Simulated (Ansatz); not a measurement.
# PtS2 (P-3m1) in Ansatz: further runs

The runs below take PtS2 through band structure, with PBEsol.

Program: Ansatz 0.2.0. These are calculated values, not measurements. Logs are shortened: lines on timing, memory, paths and dates and some standing lists are left out, and cuts for length are marked.

### Step 1. Starting point

It takes space group P-3m1 (No. 164, trigonal). Conventional cell: a = 3.543 Å, b = 3.543 Å, c = 5.039 Å, α = 90.00°, β = 90.00°, γ = 120.00°. Around Pt (site symmetry -3m) lie 6 S at 2.34 Å. S (site symmetry 3m) has 3 Pt at 2.34 Å as nearest neighbours.

### Step 2. Band structure, PBEsol, 18.25 Å³/atom

Contents of input.yaml:

```yaml
crystal:
  lattice:
    - [3.5432, -0.070864, 0.0]
    - [-1.8329700242, 3.1039332107, 0.0]
    - [0.0, 0.0, 5.0388]
  atoms:
    - { symbol: Pt, position: [0.0, 0.0, 0.0] }
    - { symbol: S, position: [0.6666666667, 0.3333333333, 0.773] }
    - { symbol: S, position: [0.3333333333, 0.6666666667, 0.227] }
hamiltonian:
  xc: pbesol
  pseudopotentials: { kind: paw }
kpoints:
  mp_grid: { grid: [7, 7, 5] }
  band_path:
    path:
      - [[0.0, 0.0, 0.0], [-0.5, 0.5, 0.0], [-0.6661329064, 0.3215055822, 0.0], [-0.5, 0.0, 0.0], [-0.5, 0.0, -0.5], [-0.3338670936, -0.3215055822, -0.5], [0.0, -0.5, -0.5], [0.0, -0.5, 0.0], [-0.3338670936, -0.3215055822, 0.0]]
      - [[-0.6661329064, 0.3215055822, -0.5], [-0.5, 0.5, -0.5], [0.0, 0.0, -0.5]]
      - [[-0.5, 0.5, 0.0], [-0.5, 0.5, -0.5]]
    npoints: 14
scf:
  occupations: { method: fermi_dirac, width: 0.05 }
  n_extra_bands: 7
output:
  forces: true
  stress: true
  eigenvalues: true
  fatbands: true
```

Potentials or basis: Ansatz PAW.

The run is started by

```
$ ansatz run input.yaml --threads 2 --pin off --max-ram 5632MiB --backend cpu --events-out ev --progress --plain --runs-dir out
```

Output:

```text
Warning: RAYON_NUM_THREADS=2 ignored (pool sized by the plan → 2); use --threads N
scf.n_extra_bands = 7 over 15 filled bands (N_el = 30.0): the run solves 22 bands
Engine: ansatz 0.2.0, aarch64-unknown-linux-gnu
Pseudopotentials: kind: paw
Pseudopotential: Pt, paw, valence charge 18, recommended cutoff 420 eV (normal), Pt.paw.azcp
Pseudopotential: S, paw, valence charge 6, recommended cutoff 420 eV (normal), S.paw.azcp
Functional definition: PBEsol
  exchange = pbesol_x
  correlation = pbesol_c
Crystal: 3 atoms, lattice volume = 54.761 Å³
Basis set: ecut = 420 eV, 1065 PW (Γ), exchange–correlation on 48×50×72 points (8 copies of the dense FFT grid, shifted against one another)
Bands: 22, of which v1, the nominal top of the filled ones, is band 15 counted from 1 (14 counted from 0)
Symmetry: 2 space group operations
Space group: P-1 (ITA 2), of the structure as read, at distance tolerance 3.8e-5 Å
k-points: 123 of 245
Non-local potential: Pt, projectors of the file, l = 0: 3, l = 1: 2, l = 2: 2, l = 3: 1
Non-local potential: S, projectors of the file, l = 0: 2, l = 1: 2, l = 2: 2
PAW form: soft (Blöchl's): semilocal exchange-correlation on the pseudo side does not see the compensation charge
PAW frozen core: Pt, regenerated for the run's functional, and the local potential with it (the file was generated under x = pbe(κ = 0.804, μ = 0.2195149727645171), c = pbe(β = 0.06672455060314922))
PAW frozen core: S, regenerated for the run's functional, and the local potential with it (the file was generated under x = pbe(κ = 0.804, μ = 0.2195149727645171), c = pbe(β = 0.06672455060314922))
PAW one-centre angular grid: Pt, 590 points (default); XC on 64 Gauss nodes
PAW one-centre angular grid: S, 110 points (default); XC on 64 Gauss nodes
Initial density: superposition of atomic densities (neutral atoms: chi_scale 0, normalization atom), corrected by the library's trained network
Initial wavefunctions: pseudopotential atomic-orbital guess
Functional: x = pbesol(κ = 0.804, μ = 0.12345679012345678), c = pbesol(β = 0.046)
SCF iter   1: F=—  HF=-14154.783316 eV  |F-HF|=—  |Δ(HF+E_count)|=         —  Δρ=4.62e-3  dr2=1.70e-2  ethr=1.77e-3  ⟨swp⟩=5.8  Hψ=13918  notcnv=0  defer=82
preconditioner: auto → Resta (q_TF=auto, 2.468 Å⁻¹)  ε∞=4.8  [insulator: Δε(μ)=0.547 eV  Ē_g=12.039 eV  σ=0.050 eV  W_gap=0.99  n_scr=20 (ndim 8)  ℏωp=23.5 eV  f_vac=0.022  D(μ)=0.00/eV (n_scr^D=0)  ε∞_Penn≈4.8]
SCF iter   2: F=—  HF=-14154.780588 eV  |F-HF|=—  |Δ(HF+E_count)|=   2.73e-3  Δρ=2.47e-3  dr2=3.46e-3  ethr=5.65e-5  ⟨swp⟩=1.2  Hψ=3758  notcnv=0  defer=117
SCF iter   3: F=—  HF=-14154.780141 eV  |F-HF|=—  |Δ(HF+E_count)|=   4.47e-4  Δρ=9.84e-4  dr2=7.56e-4  ethr=1.15e-5  ⟨swp⟩=2.0  Hψ=3629  notcnv=0  defer=117
SCF iter   4: F=—  HF=-14154.780051 eV  |F-HF|=—  |Δ(HF+E_count)|=   8.99e-5  Δρ=2.87e-4  dr2=3.46e-5  ethr=2.52e-6  ⟨swp⟩=2.7  Hψ=3756  notcnv=0  defer=117
SCF iter   5: F=—  HF=-14154.780077 eV  |F-HF|=—  |Δ(HF+E_count)|=   2.68e-5  Δρ=7.64e-5  dr2=5.02e-6  ethr=1.15e-7  ⟨swp⟩=2.0  Hψ=3624  notcnv=0  defer=117
SCF iter   6: F=—  HF=-14154.780077 eV  |F-HF|=—  |Δ(HF+E_count)|=   3.59e-7  Δρ=2.30e-5  dr2=2.78e-7  ethr=1.67e-8  ⟨swp⟩=2.1  Hψ=3515  notcnv=0  defer=117
SCF iter   7: F=-14154.780077 eV  HF=-14154.780077 eV  |F-HF|=5.34e-9  |Δ(HF+E_count)|=   3.28e-7  Δρ=4.25e-6  dr2=1.46e-8  ethr=3.33e-10  ⟨swp⟩=9.8  Hψ=13022  notcnv=0
SCF 1 converged in 7 iterations: F = -14154.780077 eV  dr2 = 1.46e-8
NSCF: frozen V_eff on 157 k-points
SCF converged after 7 iterations
Free energy (F): -14154.780077 eV
Harris-Foulkes:  -14154.780077 eV  (|F-HF|=5.34e-9)
Internal energy: -14154.780023 eV  (E = F + TS)
E sigma→0 (E₀):  -14154.780050 eV
Entropy (-TS):   -0.000054 eV (-0.018 meV/atom)
Fermi energy:    11.294862 eV
--- Per-component energies (eV) ---
  E_band       = -323.513568
  E_kinetic    = 854.223969
  E_local      = -3142.880378  (includes V_loc(G=0)·N_el)
  E_nonlocal   = 258.649372
  E_hartree    = 1243.141973
  E_xc         = -454.027935
  E_vxc        = -479.077151  (∫ρ·V_xc dr)
  E_paw        = -10484.247601  (= ΣΔE_a)
  E_vpaw       = -300.715369  (= ΣTr[D̂ρ^β])
  E_aug_tail   = 0.000179  (compensation charges beyond the density's cutoff)
  E_ewald      = -2430.050482
  E_core_change = 0.410880  (= ΣΔE_core)
  E_smearing   = -0.000054  (= −TS)
  E_closure    = -0.000000  (closes the sum)
  Σ components = -14154.780077   (vs F -14154.780077, Δ=0.00e0)
--- Forces (eV/Å), atoms counted from 1 ---
  atom   1  Pt     0.00000000     0.00000000     0.00000000
  atom   2  S      0.32814815     0.01905713    -0.97991623
  atom   3  S     -0.32814815    -0.01905713     0.97991623
  max |Σ_I F_I| component: 0.00e0 eV/Å
--- Stress (GPa, compression-positive) ---
        7.026847       4.038715      -2.496629
        4.038715       6.822713      -0.130254
       -2.496629      -0.130254       6.100993
  P = ⅓ Tr σ = 6.6502 GPa (66.502 kbar)
--- Band table (eV; the first three rows and the last of 123) ---
  k-point 0: bands = ["-88.6897", "-42.9330", "-42.9245", "-42.7438", "-4.7208", "-1.4159", "3.7636", "3.8149", "3.9158", "6.7847", "6.9463", "9.0732", "9.6484", "9.8341", "10.7602", "13.2620", "13.3845", "15.5124", "16.4951", "18.3031", "18.9990", "22.6410"]
  k-point 1: bands = ["-88.6897", "-42.9330", "-42.9245", "-42.7438", "-4.6350", "-1.6622", "3.7717", "3.8215", "4.3190", "6.7759", "6.9393", "8.9163", "9.5872", "9.7713", "10.4199", "13.4217", "13.5434", "15.6251", "17.1182", "18.2256", "18.9018", "21.7682"]
  k-point 2: bands = ["-88.6897", "-42.9330", "-42.9245", "-42.7438", "-4.4724", "-2.0529", "3.7840", "3.8317", "5.0583", "6.7633", "6.9291", "8.4497", "9.4884", "9.6735", "10.0239", "13.6963", "13.8126", "16.0688", "17.9676", "18.0555", "18.7087", "20.4551"]
  k-point 122: bands = ["-88.6892", "-42.9495", "-42.9353", "-42.7414", "-3.0749", "-2.1741", "3.9257", "4.3486", "5.1019", "5.8403", "6.4058", "7.6370", "8.4560", "8.6862", "10.3046", "11.9389", "12.8846", "16.4005", "17.9662", "18.6247", "20.2366", "20.8785"]
```

bands.tsv:

```text
# k_distance	band_0	band_1	band_2	band_3	band_4	band_5	band_6	band_7	band_8	band_9	band_10	band_11	band_12	band_13	band_14	band_15	band_16	band_17	band_18	band_19	band_20	band_21
# fermi_ev = 11.294862
[... 176 lines left out ...]
7.342846	-99.984151	-54.249559	-54.224273	-54.036229	-14.086300	-13.596313	-8.287216	-6.737194	-5.856733	-5.314155	-3.784781	-3.675215	-3.351108	-3.247720	-1.828886	1.714512	1.869566	4.774860	5.274442	7.344399	9.725566	9.799440
7.387380	-99.984152	-54.249559	-54.224274	-54.036232	-14.088482	-13.590478	-8.298117	-6.740251	-5.859160	-5.329236	-3.784772	-3.675061	-3.339505	-3.241221	-1.787141	1.700942	1.860048	4.894678	5.155603	7.248403	9.717748	9.902557
7.431915	-99.984151	-54.249558	-54.224272	-54.036230	-14.089210	-13.588509	-8.301810	-6.741280	-5.859944	-5.334329	-3.784767	-3.675004	-3.335559	-3.239055	-1.772861	1.695642	1.856991	5.005497	5.046274	7.215271	9.714325	9.939783
```

fatbands.tsv:

```text
# ik	k_distance	band	e_minus_ef	pt0_l0_5S	pt0_l0_6S	pt0_l1_5P	pt0_l2_5D	s1_l0_3S	s1_l1_3P	s2_l0_3S	s2_l1_3P
# fermi_ev = 11.294862
# lock_threshold_ev = 1e-12
# [0, 0, 0] at k_distance = 0.000000
[... 17 lines left out ...]
0	0.000000	2	-54.219362	0.000000	0.000000	0.995925	0.000000	0.000016	0.002000	0.000016	0.002000
0	0.000000	3	-54.038614	0.000000	0.000000	0.996507	0.000000	0.001590	0.000142	0.001590	0.000142
0	0.000000	4	-16.015667	0.005921	0.410162	0.000000	0.013615	0.272062	0.011987	0.272062	0.011987
0	0.000000	5	-12.710718	0.000000	0.000000	0.003331	0.000000	0.494422	0.000048	0.494422	0.000048
[... 2057 lines left out ...]
93	4.365421	17	4.650004	0.007025	0.263854	0.000004	0.042699	0.012957	0.107507	0.012957	0.107507
93	4.365421	18	5.698895	0.001320	0.058437	0.000065	0.011530	0.001434	0.020185	0.001434	0.020185
93	4.365421	19	8.151605	0.000006	0.000543	0.000130	0
```

Wall time 7 s (2 threads of Arm Neoverse V2, shared host); peak memory 0.39 GiB.

What came out:

* Free energy: -14154.7801 eV
* Pressure: 6.7 GPa
* Largest force: 1.034 eV/Å
* Band gap on the k mesh: 0.57 eV, indirect (least direct gap 1.06 eV)
* Band gap along the path: 0.92 eV, indirect (least direct gap 1.54 eV)

Caveat: spin-orbit coupling is left out, which moves the levels of the heavy elements; the PAW data sets come from PBE, with cores solved anew for the run's functional, which leaves a small shift of forces and pressure; forces of over 1 eV/Å show positions far from the minimum, so gaps and moduli don't describe the material at rest.

### Step 3. Band structure, PBEsol, 18.26 Å³/atom

Contents of input.yaml:

```yaml
crystal:
  lattice:
    - [3.5432, -0.035432, 0.0]
    - [-1.8022850121, 3.0862172107, 0.0]
    - [0.0, 0.0, 5.0388]
  atoms:
    - { symbol: Pt, position: [0.0, 0.0, 0.0] }
    - { symbol: S, position: [0.6666666667, 0.3333333333, 0.773] }
    - { symbol: S, position: [0.3333333333, 0.6666666667, 0.227] }
hamiltonian:
  xc: pbesol
  pseudopotentials: { kind: paw }
kpoints:
  mp_grid: { grid: [7, 7, 5] }
  band_path:
    path:
      - [[0.0, 0.0, 0.0], [-0.5, 0.5, 0.0], [-0.6665333067, 0.3274914183, 0.0], [-0.5, 0.0, 0.0], [-0.5, 0.0, -0.5], [-0.3334666933, -0.3274914183, -0.5], [0.0, -0.5, -0.5], [0.0, -0.5, 0.0], [-0.3334666933, -0.3274914183, 0.0]]
      - [[-0.6665333067, 0.3274914183, -0.5], [-0.5, 0.5, -0.5], [0.0, 0.0, -0.5]]
      - [[-0.5, 0.5, 0.0], [-0.5, 0.5, -0.5]]
    npoints: 14
scf:
  occupations: { method: fermi_dirac, width: 0.05 }
  n_extra_bands: 7
output:
  forces: true
  stress: true
  eigenvalues: true
  fatbands: false
```

Potentials or basis: Ansatz PAW.

The run is started by

```
$ ansatz run input.yaml --threads 2 --pin off --max-ram 5632MiB --backend cpu --events-out ev --progress --plain --runs-dir out
```

Wall time 5.7 s (2 threads of Arm Neoverse V2, shared host); peak memory 0.39 GiB.

It converged, with:

```yaml
Free_energy: -14154.8015 eV
Pressure: 6.5 GPa
Largest_force: 0.974 eV/Å
Band_gap_on_the_k_mesh: 0.69 eV, indirect (least direct gap 1.08 eV)
Band_gap_along_the_path: 0.98 eV, indirect (least direct gap 1.59 eV)
```

Caveat: spin-orbit coupling is left out, which moves the levels of the heavy elements; the PAW data sets come from PBE, with cores solved anew for the run's functional, which leaves a small shift of forces and pressure.
